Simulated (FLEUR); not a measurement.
# Fe (P6_3/mmc) in FLEUR: further runs

The runs below take Fe through equation of state, with r2SCAN.

Everything below comes from runs of FLEUR MaX-R8.1 (later development tree). Logs are shortened: lines on timing, memory, paths and dates and some standing lists are left out, and cuts for length are marked.

## 1. Starting point

Symmetry: P6_3/mmc, No. 194, hexagonal system. Conventional cell: a = 2.434 Å, b = 2.434 Å, c = 3.842 Å, α = 90.00°, β = 90.00°, γ = 120.00°. Fe (site symmetry -6m2) has 12 Fe at 2.38 to 2.43 Å as nearest neighbours.

This isn't the form of Fe at room conditions, which is bcc.

## 2. Equation of state, r2SCAN, collinear spin, ferromagnetic start, 9.27 Å³/atom (volume scaled by 0.94)

Contents of inp.xml:

```xml
<?xml version="1.0" encoding="UTF-8" standalone="no"?>
<fleurInput fleurInputVersion="0.39">
   <comment>
      Fe                                                                                                  
   </comment>
   <calculationSetup>
      <cutoffs Kmax="4.85" Gmax="15.0" GmaxXC="15.0" numbands="0"/>
      <scfLoop itmax="60" minDistance="0.00001" maxIterBroyd="15" imix="Anderson" alpha="0.05" precondParam="0.0" spinf="2.0" sdNocoIR="T"/>
      <coreElectrons ctail="F" frcor="F" kcrel="0" coretail_lmax="0"/>
      <xcFunctional name="LibXC" relativisticCorrections="F">
         <LibXCName exchange="mgga_x_r2scan" correlation="mgga_c_r2scan"/>
         <AuxGGA exchange="117" correlation="130"/>
      </xcFunctional>
      <magnetism jspins="2"/>
      <soc l_soc="F" theta="0.0" phi="0.0" spav="F"/>
      <expertModes spex="0" secvar="F"/>
      <geometryOptimization l_f="F" forcealpha="1.0" forcemix="BFGS" epsdisp="0.00001" epsforce="0.00001"/>
      <ldaU l_linMix="F" mixParam="0.05" spinf="1.0"/>
   </calculationSetup>
   <cell>
      <bzIntegration valenceElectrons="32.0" mode="hist" fermiSmearingEnergy="0.00183747">
         <kPointListSelection listName="default-1"/>
         <!-- k-points included here -->
         <xi:include xmlns:xi="http://www.w3.org/2001/XInclude" href="kpts.xml"> </xi:include>
      </bzIntegration>
      <!-- symmetry operations included here -->
      <xi:include xmlns:xi="http://www.w3.org/2001/XInclude" href="sym.xml"> </xi:include>
      <bulkLattice scale="0.9795861087">
         <bravaisMatrix>
            <row-1>    4.5998911803346623     0.0000000000000000     0.0000000000000000</row-1>
            <row-2>   -2.2999455902618178     3.9836226168433098     0.0000000000000000</row-2>
            <row-3>    0.0000000000000000     0.0000000000000000     7.2602039369602549</row-3>
         </bravaisMatrix>
      </bulkLattice>
   </cell>
   <atomSpecies>
      <species name="Iron (Fe) 3.000" element="Fe" atomicNumber="26">
         <mtSphere radius="2.02" gridPoints="687" logIncrement="0.018"/>
         <atomicCutoffs lmax="8" lnonsphr="6"/>
         <electronConfig flipSpins="F">
            <coreConfig>(1s1/2) (2s1/2) (2p1/2) (2p3/2)</coreConfig>
            <valenceConfig>(3s1/2) (3p1/2) (3p3/2) (4s1/2) (3d3/2) (3d5/2)</valenceConfig>
            <stateOccupation state="(3d3/2)" spinUp="1.5" spinDown="0.9"/>
            <stateOccupation state="(3d5/2)" spinUp="3.0" spinDown="0.6"/>
         </electronConfig>
         <energyParameters s="4" p="4" d="3" f="4"/>
         <lo type="SCLO" l="0" n="3" eDeriv="0"/>
         <lo type="SCLO" l="1" n="3" eDeriv="0"/>
         <lo type="SCLO" l="1" n="3" eDeriv="1"/>
         <lo type="SCLO" l="2" n="3" eDeriv="2"/>
         <lo type="SCLO" l="3" n="4" eDeriv="2"/>
      </species>
   </atomSpecies>
   <atomGroups>
      <atomGroup species="Iron (Fe) 3.000">
         <relPos label="                   1">-1.000/3.000 1.000/3.000 -1.000/4.000</relPos>
         <relPos label="                   2">1.000/3.000 -1.000/3.000 1.000/4.000</relPos>
         <force calculate="T" relaxXYZ="TTT"/>
      </atomGroup>
   </atomGroups>
   <output dos="F" band="F" slice="F">
      <checks vchk="F" cdinf="F"/>
      <bandDOS minEnergy="-.5*Htr" maxEnergy="0.5*Htr" sigma="0.015" storeEVData="T"/>
      <vacuumDOS vacdos="F" integ="F" star="F" nstars="0" locx1="0.0" locy1="0.0" locx2="0.0" locy2="0.0" nstm="0" tworkf="0.0"/>
      <unfoldingBand unfoldBand="F" supercellX="1" supercellY="1" supercellZ="1"/>
      <plotting iplot="0" polar="F">
         <plot TwoD="T" vec1="  1.0  0.0  0.0" vec2="  0.0  1.0  0.0" vec3="  0.0  0.0  1.0" zero="  0.0  0.0  0.0" file="plot"/>
      </plotting>
      <chargeDensitySlicing numkpt="0" minEigenval="0.0" maxEigenval="0.0" nnne="0" pallst="F"/>
      <specialOutput eonly="F"/>
      <moessbauerParams electricFieldGradient="T" isomerShift="T" coreHyperfine="T" valenceHyperfine="T"/>
      <magneticCircularDichroism mcd="F" energyLo="-10.0" energyUp="0.0"/>
   </output>
  <!-- We include the file relax.xml here to enable relaxations (see documentation) -->
  <xi:include xmlns:xi="http://www.w3.org/2001/XInclude" href="relax.xml"> <xi:fallback/> </xi:include>
</fleurInput>
```

Potentials or basis: all-electron, FLAPW.

Run with:

```console
$ inpgen -f crystal.txt -profile fastHighL
$ # inp.xml edited to the form shown
$ fleur_MPI
```

Standard output:

```text
Welcome to FLEUR        (www.flapw.de)
      MaX-Release 8.1          (www.max-centre.eu)
 func_ids         498         497         498         497
 MetaGGA potential functional detected - V_tau will be computed
 Auxiliary Potential for radial basis: exchange=         117  correlation=         130
The functional 'Re-regularized SCAN exchange by Furness et al' is an exchange functional, it belongs to the 'MGGA' family and is defined in the reference(s):
[1] J. W. Furness, A. D. Kaplan, J. Ning, J. P. Perdew, and J. Sun.,  J. Phys. Chem. Lett. 11, 8208-8215 (2020)
[2] J. W. Furness, A. D. Kaplan, J. Ning, J. P. Perdew, and J. Sun.,  J. Phys. Chem. Lett. 11, 9248-9248 (2020)
The functional 'Re-regularized SCAN correlation by Furness et al' is a correlation functional, it belongs to the 'MGGA' family and is defined in the reference(s):
[1] J. W. Furness, A. D. Kaplan, J. Ning, J. P. Perdew, and J. Sun.,  J. Phys. Chem. Lett. 11, 8208-8215 (2020)
[2] J. W. Furness, A. D. Kaplan, J. Ning, J. P. Perdew, and J. Sun.,  J. Phys. Chem. Lett. 11, 9248-9248 (2020)
 Using same functional for VXC and EXC

 ========== k-point set info ==========
 Selected k-point list: default-1
 k-point list type: mesh
 12 x 12 x 7
 Number of k points: 76

 ------------Calculation Setup---------------------------
 Number of MPI-tasks      :            1
 Number of PE/node        :            1
 Number of OMP-threads    :            1
 Most efficient MPI parallelization for:
           1           2           4          19          38          76
 Additional eigenvalue parallelization possible
 Number of basis functions:          326
 Approximate size of matrices (H+S) per k-point:         0.002 GB
 --------------------------------------------------------
The functional 'Hammer, Hansen, and Norskov' is an exchange functional, it belongs to the 'GGA' family and is defined in the reference(s):
[1] B. Hammer, L. B. Hansen, and J. K. Nørskov.,  Phys. Rev. B 59, 7413 (1999)
The functional 'Perdew, Burke & Ernzerhof' is a correlation functional, it belongs to the 'GGA' family and is defined in the reference(s):
[1] J. P. Perdew, K. Burke, and M. Ernzerhof.,  Phys. Rev. Lett. 77, 3865 (1996)
[2] J. P. Perdew, K. Burke, and M. Ernzerhof.,  Phys. Rev. Lett. 78, 1396 (1997)
 Using same functional for VXC and EXC
 Using auxiliary GGA potential for the first iteration of MetaGGA calculation.
 Reset of history
 Reset of history
 Iteration:     1   Distance:      32.87071217 me/bohr^3
The functional 'Hammer, Hansen, and Norskov' is an exchange functional, it belongs to the 'GGA' family and is defined in the reference(s):
[1] B. Hammer, L. B. Hansen, and J. K. Nørskov.,  Phys. Rev. B 59, 7413 (1999)
The functional 'Perdew, Burke & Ernzerhof' is a correlation functional, it belongs to the 'GGA' family and is defined in the reference(s):
[1] J. P. Perdew, K. Burke, and M. Ernzerhof.,  Phys. Rev. Lett. 77, 3865 (1996)
[2] J. P. Perdew, K. Burke, and M. Ernzerhof.,  Phys. Rev. Lett. 78, 1396 (1997)
 Using same functional for VXC and EXC
 Iteration:     2   Distance:      30.00715199 me/bohr^3
The functional 'Hammer, Hansen, and Norskov' is an exchange functional, it belongs to the 'GGA' family and is defined in the reference(s):
[1] B. Hammer, L. B. Hansen, and J. K. Nørskov.,  Phys. Rev. B 59, 7413 (1999)
The functional 'Perdew, Burke & Ernzerhof' is a correlation functional, it belongs to the 'GGA' family and is defined in the reference(s):
[1] J. P. Perdew, K. Burke, and M. Ernzerhof.,  Phys. Rev. Lett. 77, 3865 (1996)
[2] J. P. Perdew, K. Burke, and M. Ernzerhof.,  Phys. Rev. Lett. 78, 1396 (1997)
 Using same functional for VXC and EXC
 Iteration:     3   Distance:      28.31571240 me/bohr^3
The functional 'Hammer, Hansen, and Norskov' is an exchange functional, it belongs to the 'GGA' family and is defined in the reference(s):
[1] B. Hammer, L. B. Hansen, and J. K. Nørskov.,  Phys. Rev. B 59, 7413 (1999)
The functional 'Perdew, Burke & Ernzerhof' is a correlation functional, it belongs to the 'GGA' family and is defined in the reference(s):
[1] J. P. Perdew, K. Burke, and M. Ernzerhof.,  Phys. Rev. Lett. 77, 3865 (1996)
[2] J. P. Perdew, K. Burke, and M. Ernzerhof.,  Phys. Rev. Lett. 78, 1396 (1997)
 Using same functional for VXC and EXC
 Iteration:     4   Distance:       9.87886666 me/bohr^3
The functional 'Hammer, Hansen, and Norskov' is an exchange functional, it belongs to the 'GGA' family and is defined in the reference(s):
[1] B. Hammer, L. B. Hansen, and J. K. Nørskov.,  Phys. Rev. B 59, 7413 (1999)
The functional 'Perdew, Burke & Ernzerhof' is a correlation functional, it belongs to the 'GGA' family and is defined in the reference(s):
[1] J. P. Perdew, K. Burke, and M. Ernzerhof.,  Phys. Rev. Lett. 77, 3865 (1996)
[2] J. P. Perdew, K. Burke, and M. Ernzerhof.,  Phys. Rev. Lett. 78, 1396 (1997)
 Using same functional for VXC and EXC
 Iteration:     5   Distance:       2.62881923 me/bohr^3
The functional 'Hammer, Hansen, and Norskov' is an exchange functional, it belongs to the 'GGA' family and is defined in the reference(s):
[1] B. Hammer, L. B. Hansen, and J. K. Nørskov.,  Phys. Rev. B 59, 7413 (1999)
The functional 'Perdew, Burke & Ernzerhof' is a correlation functional, it belongs to the 'GGA' family and is defined in the reference(s):
[1] J. P. Perdew, K. Burke, and M. Ernzerhof.,  Phys. Rev. Lett. 77, 3865 (1996)
[2] J. P. Perdew, K. Burke, and M. Ernzerhof.,  Phys. Rev. Lett. 78, 1396 (1997)
 Using same functional for VXC and EXC
 Iteration:     6   Distance:       1.69340654 me/bohr^3
The functional 'Hammer, Hansen, and Norskov' is an exchange functional, it belongs to the 'GGA' family and is defined in the reference(s):
[1] B. Hammer, L. B. Hansen, and J. K. Nørskov.,  Phys. Rev. B 59, 7413 (1999)
The functional 'Perdew, Burke & Ernzerhof' is a correlation functional, it belongs to the 'GGA' family and is defined in the reference(s):
[1] J. P. Perdew, K. Burke, and M. Ernzerhof.,  Phys. Rev. Lett. 77, 3865 (1996)
[2] J. P. Perdew, K. Burke, and M. Ernzerhof.,  Phys. Rev. Lett. 78, 1396 (1997)
 Using same functional for VXC and EXC
 Iteration:     7   Distance:       1.14907356 me/bohr^3
The functional 'Hammer, Hansen, and Norskov' is an exchange functional, it belongs to the 'GGA' family and is defined in the reference(s):
[1] B. Hammer, L. B. Hansen, and J. K. Nørskov.,  Phys. Rev. B 59, 7413 (1999)
The functional 'Perdew, Burke & Ernzerhof' is a correlation functional, it belongs to the 'GGA' family and is defined in the reference(s):
[1] J. P. Perdew, K. Burke, and M. Ernzerhof.,  Phys. Rev. Lett. 77, 3865 (1996)
[2] J. P. Perdew, K. Burke, and M. Ernzerhof.,  Phys. Rev. Lett. 78, 1396 (1997)
 Using same functional for VXC and EXC
 Iteration:     8   Distance:       0.80132487 me/bohr^3
The functional 'Hammer, Hansen, and Norskov' is an exchange functional, it belongs to the 'GGA' family and is defined in the reference(s):
[1] B. Hammer, L. B. Hansen, and J. K. Nørskov.,  Phys. Rev. B 59, 7413 (1999)
The functional 'Perdew, Burke & Ernzerhof' is a correlation functional, it belongs to the 'GGA' family and is defined in the reference(s):
[1] J. P. Perdew, K. Burke, and M. Ernzerhof.,  Phys. Rev. Lett. 77, 3865 (1996)
[2] J. P. Perdew, K. Burke, and M. Ernzerhof.,  Phys. Rev. Lett. 78, 1396 (1997)
 Using same functional for VXC and EXC
 Iteration:     9   Distance:       0.35034168 me/bohr^3
[... 78 lines left out ...]
[1] B. Hammer, L. B. Hansen, and J. K. Nørskov.,  Phys. Rev. B 59, 7413 (1999)
The functional 'Perdew, Burke & Ernzerhof' is a correlation functional, it belongs to the 'GGA' family and is defined in the reference(s):
[1] J. P. Perdew, K. Burke, and M. Ernzerhof.,  Phys. Rev. Lett. 77, 3865 (1996)
[2] J. P. Perdew, K. Burke, and M. Ernzerhof.,  Phys. Rev. Lett. 78, 1396 (1997)
 Using same functional for VXC and EXC
 Iteration:    21   Distance:       0.00061823 me/bohr^3
The functional 'Hammer, Hansen, and Norskov' is an exchange functional, it belongs to the 'GGA' family and is defined in the reference(s):
[1] B. Hammer, L. B. Hansen, and J. K. Nørskov.,  Phys. Rev. B 59, 7413 (1999)
The functional 'Perdew, Burke & Ernzerhof' is a correlation functional, it belongs to the 'GGA' family and is defined in the reference(s):
[1] J. P. Perdew, K. Burke, and M. Ernzerhof.,  Phys. Rev. Lett. 77, 3865 (1996)
[2] J. P. Perdew, K. Burke, and M. Ernzerhof.,  Phys. Rev. Lett. 78, 1396 (1997)
 Using same functional for VXC and EXC
 Iteration:    22   Distance:       0.00023777 me/bohr^3
The functional 'Hammer, Hansen, and Norskov' is an exchange functional, it belongs to the 'GGA' family and is defined in the reference(s):
[1] B. Hammer, L. B. Hansen, and J. K. Nørskov.,  Phys. Rev. B 59, 7413 (1999)
The functional 'Perdew, Burke & Ernzerhof' is a correlation functional, it belongs to the 'GGA' family and is defined in the reference(s):
[1] J. P. Perdew, K. Burke, and M. Ernzerhof.,  Phys. Rev. Lett. 77, 3865 (1996)
[2] J. P. Perdew, K. Burke, and M. Ernzerhof.,  Phys. Rev. Lett. 78, 1396 (1997)
 Using same functional for VXC and EXC
 Iteration:    23   Distance:       0.00012024 me/bohr^3
The functional 'Hammer, Hansen, and Norskov' is an exchange functional, it belongs to the 'GGA' family and is defined in the reference(s):
[1] B. Hammer, L. B. Hansen, and J. K. Nørskov.,  Phys. Rev. B 59, 7413 (1999)
The functional 'Perdew, Burke & Ernzerhof' is a correlation functional, it belongs to the 'GGA' family and is defined in the reference(s):
[1] J. P. Perdew, K. Burke, and M. Ernzerhof.,  Phys. Rev. Lett. 77, 3865 (1996)
[2] J. P. Perdew, K. Burke, and M. Ernzerhof.,  Phys. Rev. Lett. 78, 1396 (1997)
 Using same functional for VXC and EXC
 Iteration:    24   Distance:       0.00010668 me/bohr^3
The functional 'Hammer, Hansen, and Norskov' is an exchange functional, it belongs to the 'GGA' family and is defined in the reference(s):
[1] B. Hammer, L. B. Hansen, and J. K. Nørskov.,  Phys. Rev. B 59, 7413 (1999)
The functional 'Perdew, Burke & Ernzerhof' is a correlation functional, it belongs to the 'GGA' family and is defined in the reference(s):
[1] J. P. Perdew, K. Burke, and M. Ernzerhof.,  Phys. Rev. Lett. 77, 3865 (1996)
[2] J. P. Perdew, K. Burke, and M. Ernzerhof.,  Phys. Rev. Lett. 78, 1396 (1997)
 Using same functional for VXC and EXC
 Iteration:    25   Distance:       0.00002708 me/bohr^3
The functional 'Hammer, Hansen, and Norskov' is an exchange functional, it belongs to the 'GGA' family and is defined in the reference(s):
[1] B. Hammer, L. B. Hansen, and J. K. Nørskov.,  Phys. Rev. B 59, 7413 (1999)
The functional 'Perdew, Burke & Ernzerhof' is a correlation functional, it belongs to the 'GGA' family and is defined in the reference(s):
[1] J. P. Perdew, K. Burke, and M. Ernzerhof.,  Phys. Rev. Lett. 77, 3865 (1996)
[2] J. P. Perdew, K. Burke, and M. Ernzerhof.,  Phys. Rev. Lett. 78, 1396 (1997)
 Using same functional for VXC and EXC
 Iteration:    26   Distance:       0.00000659 me/bohr^3

 ********************************************************************
 Run finished successfully
 Stop message:
   all done
 ********************************************************************
```

Wall time 2 min (1 thread of Arm Neoverse V1, shared host); peak memory 0.11 GiB.

Results:

```yaml
Free_energy: -69276.0560 eV
Band_gap_on_the_k_mesh: none (metal or under the smearing width)
Net_moment: 4.96 μB per cell
Site_moments: Fe +2.53 μB
Valence_electrons_inside_the_program's_atomic_spheres: Fe 14.41 (radii Fe 2.02 bohr)
```

Caveat: the meta-GGA is that of a development version, with a GGA for the radial functions and cores and without core tails.

## 3. Equation of state, r2SCAN, collinear spin, ferromagnetic start, 9.46 Å³/atom (volume scaled by 0.96)

Edit inp.xml of step 2 so:

```diff
@@ -27,3 +27,3 @@
       <xi:include xmlns:xi="http://www.w3.org/2001/XInclude" href="sym.xml"> </xi:include>
-      <bulkLattice scale="0.9795861087">
+      <bulkLattice scale="0.9864848297">
          <bravaisMatrix>
```

Potentials or basis: all-electron, FLAPW.

Run with:

```console
$ inpgen -f crystal.txt -profile fastHighL
$ # inp.xml edited to the form shown
$ fleur_MPI
```

Run time: 1.9 min. Hardware: 1 thread of Arm Neoverse V1, shared host; peak memory 0.11 GiB.

Results (log left out):

* Free energy: -69276.2462 eV
* Band gap on the k mesh: none (metal or under the smearing width)
* Net moment: 4.99 μB per cell
* Site moments: Fe +2.55 μB
* Valence electrons inside the program's atomic spheres: Fe 14.38 (radii Fe 2.02 bohr)

Caveat: the meta-GGA is that of a development version, with a GGA for the radial functions and cores and without core tails.

## 4. Equation of state, r2SCAN, collinear spin, ferromagnetic start, 9.86 Å³/atom

Edit inp.xml of step 3 so:

```diff
@@ -27,3 +27,3 @@
       <xi:include xmlns:xi="http://www.w3.org/2001/XInclude" href="sym.xml"> </xi:include>
-      <bulkLattice scale="0.9864848297">
+      <bulkLattice scale="1.0000000000">
          <bravaisMatrix>
```

Run with:

```console
$ inpgen -f crystal.txt -profile fastHighL
$ # inp.xml edited to the form shown
$ fleur_MPI
```

Wall time 2 min (1 thread of Arm Neoverse V1, shared host); peak memory 0.11 GiB.

It converged, with:

```
Free energy                                           : -69276.5612 eV
Band gap on the k mesh                                : none (metal or under the smearing width)
Net moment                                            : 5.16 μB per cell
Site moments                                          : Fe +2.65 μB
Valence electrons inside the program's atomic spheres : Fe 14.32 (radii Fe 2.02 bohr)
```

Caveat: the meta-GGA is that of a development version, with a GGA for the radial functions and cores and without core tails.

## 5. Equation of state, r2SCAN, collinear spin, ferromagnetic start, 10.25 Å³/atom (volume scaled by 1.04)

Edit inp.xml of step 4 so:

```diff
@@ -27,3 +27,3 @@
       <xi:include xmlns:xi="http://www.w3.org/2001/XInclude" href="sym.xml"> </xi:include>
-      <bulkLattice scale="1.0000000000">
+      <bulkLattice scale="1.0131594038">
          <bravaisMatrix>
```

Run with:

```console
$ inpgen -f crystal.txt -profile fastHighL
$ # inp.xml edited to the form shown
$ fleur_MPI
```

Run time: 1.9 min. Hardware: 1 thread of Arm Neoverse V1, shared host; peak memory 0.11 GiB.

Results (log left out):

```
Free energy                                           : -69276.8058 eV
Band gap on the k mesh                                : none (metal or under the smearing width)
Net moment                                            : 5.28 μB per cell
Site moments                                          : Fe +2.71 μB
Valence electrons inside the program's atomic spheres : Fe 14.27 (radii Fe 2.02 bohr)
```

Caveat: the meta-GGA is that of a development version, with a GGA for the radial functions and cores and without core tails.

## 6. Equation of state, r2SCAN, collinear spin, ferromagnetic start, 10.45 Å³/atom (volume scaled by 1.06)

Edit inp.xml of step 5 so:

```diff
@@ -27,3 +27,3 @@
       <xi:include xmlns:xi="http://www.w3.org/2001/XInclude" href="sym.xml"> </xi:include>
-      <bulkLattice scale="1.0131594038">
+      <bulkLattice scale="1.0196128224">
          <bravaisMatrix>
```

Potentials or basis: all-electron, FLAPW.

Run with:

```console
$ inpgen -f crystal.txt -profile fastHighL
$ # inp.xml edited to the form shown
$ fleur_MPI
```

It took 2.2 min on 1 thread of Arm Neoverse V1, shared host; peak memory 0.11 GiB.

The run converged. Its results:

| Quantity | Value |
| --- | --- |
| Free energy | -69276.9036 eV |
| Band gap on the k mesh | none (metal or under the smearing width) |
| Net moment | 5.32 μB per cell |
| Site moments | Fe +2.74 μB |
| Valence electrons inside the program's atomic spheres | Fe 14.25 (radii Fe 2.02 bohr) |

Caveat: the meta-GGA is that of a development version, with a GGA for the radial functions and cores and without core tails.
